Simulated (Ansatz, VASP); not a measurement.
**Two plane-wave programs on Cs**

```
CELL_PARAMETERS angstrom
-2.75008 2.75008 4.09724
2.75008 -2.75008 4.09724
2.75008 2.75008 -4.09724
ATOMIC_POSITIONS crystal
Cs 0.00000 0.00000 0.00000
```

This isn't the form of Cs at room conditions, which is bcc.

Alike in both runs: task single point; functional PBE; k mesh 6 × 6 × 6; occupations fermi-dirac, width 0.1 eV; no spin polarisation.

```csv
,VASP,Ansatz
version,VASP 6.6.1,Ansatz 0.2.0
potentials or method,"VASP PAW PBE potentials, release 64 (Cs_sv)","plane waves, PAW"
plane-wave cutoff (eV),520,422
valence electrons in the cell,9,9
```

|  | VASP | Ansatz | Ansatz less VASP |
| --- | --- | --- | --- |
| pressure (GPa) | -0.1 | -0.1 | +0.01 |

The runs have no spin-orbit coupling, so splittings on Cs are missing.
